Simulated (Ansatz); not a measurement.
# BN: the cost of one run

Method: DFT PBE+D3(BJ), scalar-relativistic, plane waves, PAW, unless a step names another level, in Ansatz 0.2.0.

1 further run of the same task is left out (set aside as unsound or not needed).

**1. Starting point**

The structure is trigonal, space group P-3m1 (No. 164). The conventional cell has a = 2.507 Å, b = 2.507 Å, c = 31.125 Å, α = 90.00°, β = 90.00°, γ = 120.00°. Around B (site symmetry 3m) lie 3 N at 1.45 Å. Around N (site symmetry 3m) lie 3 B at 1.45 Å.

As a file:

```
B N
1.0
     2.50745    0.00000    0.00000
    -1.25373    2.17152    0.00000
     0.00000    0.00000   31.12454
B N
2 2
Direct
  0.00000 0.00000 0.23494
  0.00000 0.00000 0.34339
  0.66667 0.33333 0.23491
  0.33333 0.66667 0.34341
```

The cell was relaxed beforehand at this level, from a generated guess; it needn't be the stable form of this composition. At a tolerance of 0.02 Å it has layer group p-3m1 (No. 72); it has 1.36 Å²/atom, an uncorrected energy of -1.24 eV/atom over the elements.

Only a and b are periodic; c spans vacuum, so the box's volume, pressure and space group aren't properties of the sheet.

**2. Electronic structure at the relaxed geometry**

Input file input.yaml:

```yaml
crystal:
  lattice:
    - [2.5074526472, -2.4e-07, 0.0]
    - [-1.2537261158, 2.1715178113, 0.0]
    - [0.0, 0.0, 31.12454344]
  atoms:
    - { symbol: B, position: [0.0, 0.0, 0.2349354143] }
    - { symbol: B, position: [0.0, 0.0, 0.3433863219] }
    - { symbol: "N", position: [0.6666666667, 0.3333333333, 0.234907466] }
    - { symbol: "N", position: [0.3333333333, 0.6666666667, 0.3434142702] }
  periodic: [true, true, false]
basis:
  ecutwfc: 420
kpoints:
  mp_grid: { grid: [12, 12, 1] }
  band_path:
    path:
      - [0.0, 0.0, 0.0]
      - [0.5, 0.0, 0.0]
      - [0.33333333, 0.33333333, 0.0]
      - [0.0, 0.0, 0.0]
    npoints: 14
hamiltonian:
  xc: pbe
  dispersion: d3bj
scf:
  occupations: { method: gaussian, width: 0.02 }
  n_extra_bands: 10
output:
  forces: true
  stress: true
  eigenvalues: true
  populations: true
  dos: { projected: true, de: 0.02, nscf_kmesh: { grid: [18, 18, 1] } }
  bader: true
  write_density: true
  write_potential: true
  elf: true
  volumetric_format: npy
```

On the command line:

```console
ansatz run input.yaml --threads 1 --pin off --max-ram 2560MiB --backend cpu --events-out ev --progress --plain --runs-dir out
```

What time and memory should one allow on 1 thread of Intel Xeon at 2.70GHz, shared host?

About 82 s, with a peak of 0.42 GiB.
